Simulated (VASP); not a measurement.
A calculation with VASP 6.6.1 of NaI (native input, structure from a POSCAR):

The input INCAR:

```
PREC = Accurate
ENCUT = 520
EDIFF = 1E-6
ISMEAR = 0
SIGMA = 0.1
LREAL = F
LASPH = T
NELM = 60
ALGO = Normal
ISIF = 2
LWAVE = F
LCHARG = F
GGA = PE
NBANDS = 14
```

File KPOINTS:

```
regular mesh
0
Gamma
  7 7 7
```

POSCAR

```
NaI
1.0
    0.0000000000      3.2364000000      3.2364000000
    3.2364000000      0.0000000000      3.2364000000
    3.2364000000      3.2364000000      0.0000000000
I Na
1 1
Cartesian
    3.2364000000      3.2364000000      3.2364000000
    0.0000000000      0.0000000000      0.0000000000
```

Potentials or basis: VASP PAW PBE potentials, release 64 (I, Na_pv).

Command:

```sh
$ cat potpaw_PBE.64/I/POTCAR potpaw_PBE.64/Na_pv/POTCAR > POTCAR
$ mpirun -np 1 vasp_std > vasp.out
```

Problem. Write the same calculation in another form: ASE script, structure typed inline.

Solution. As run:

run.py

```python
from ase import Atoms
from ase.calculators.vasp import Vasp
from ase.dft.bandgap import bandgap

atoms = Atoms(
    ['I', 'Na'],
    cell=[[0.0, 3.2364, 3.2364], [3.2364, 0.0, 3.2364], [3.2364, 3.2364, 0.0]],
    scaled_positions=[[0.5, 0.5, 0.5], [0.0, 0.0, 0.0]],
    pbc=True,
)
calc = Vasp(
    directory='calc',
    xc='pbe',
    pp='PBE',
    setups='materialsproject',
    prec='Accurate',
    encut=520,
    ediff=1e-06,
    ismear=0,
    sigma=0.1,
    lreal=False,
    lasph=True,
    nelm=80,
    algo='Fast',
    isif=2,
    lwave=False,
    lcharg=False,
    kpts=[7, 7, 7],
    gamma=True,
)
atoms.calc = calc

print('energy (eV):', atoms.get_potential_energy())
print('free energy (eV):', atoms.get_potential_energy(force_consistent=True))
print('forces (eV/A):')
print(atoms.get_forces())
print('stress (eV/A^3, Voigt):', atoms.get_stress())
print('Fermi level (eV):', calc.get_fermi_level())
gap, top, bottom = bandgap(calc)
print('band gap (eV):', gap, 'from (spin, k, band)', top, 'to', bottom)
```

Potentials or basis: VASP PAW PBE potentials, release 64 (I, Na_pv).

Launch:

```bash
$ python run.py
```

Both were run:

|  | native input, structure from a POSCAR | ASE script, structure typed inline |
| --- | --- | --- |
| Pressure | 0.4 GPa | 0.4 GPa |
| Band gap on the k mesh | 3.64 eV, direct | 3.64 eV, direct |

Keys that steer only the numerical path or the files written may differ.

Caveat: spin-orbit coupling is left out, which moves the levels of the heavy elements.
